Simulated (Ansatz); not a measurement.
# MnS: changing the starting magnetic order

```
Mn S
1.0
     0.00000    2.60450    2.60450
     2.60450    0.00000    2.60450
     2.60450    2.60450    0.00000
Mn S
1 1
Direct
  0.00000 0.00000 0.00000
  0.50000 0.50000 0.50000
```

Kept alike: task single point; functional PBEsol; k mesh 9 × 9 × 9; occupations fermi-dirac, width 0.05 eV. Program: Ansatz, Ansatz PAW, cutoff 420 eV. The mesh is that of the run's cell of 2 atoms. No spin-orbit coupling.

```csv
starting magnetic order,largest site moment (μB),moment of the cell (μB),free energy over the lowest row (meV/atom)
"ferromagnetic start, larger moments",4.18,4.68,0.00
fm,4.18,4.68,0.00
random,4.18,4.68,0.00
spin off,0.00,0.00,1046.28
```

For a metal such a mesh leaves the last digits unconverged. The runs hold the magnetic state that their start led to, which needn't be the lowest. The row without spin has no moments by construction. Site moments count inside each atom's sphere or projector. All rows use potentials made for PBE.

**Question.** What does the starting magnetic order change here?

**Answer.** The largest site moment runs from 0.00 (spin off) to 4.18 μB (ferromagnetic start, larger moments; fm; random). The moment of the cell runs from 0.00 (spin off) to 4.68 μB (ferromagnetic start, larger moments; fm; random). The free energy is lowest at ferromagnetic start, larger moments; fm; random, and 1046.28 meV an atom higher at spin off. Starts that end at one energy have found one state: ferromagnetic start, larger moments; fm; random.
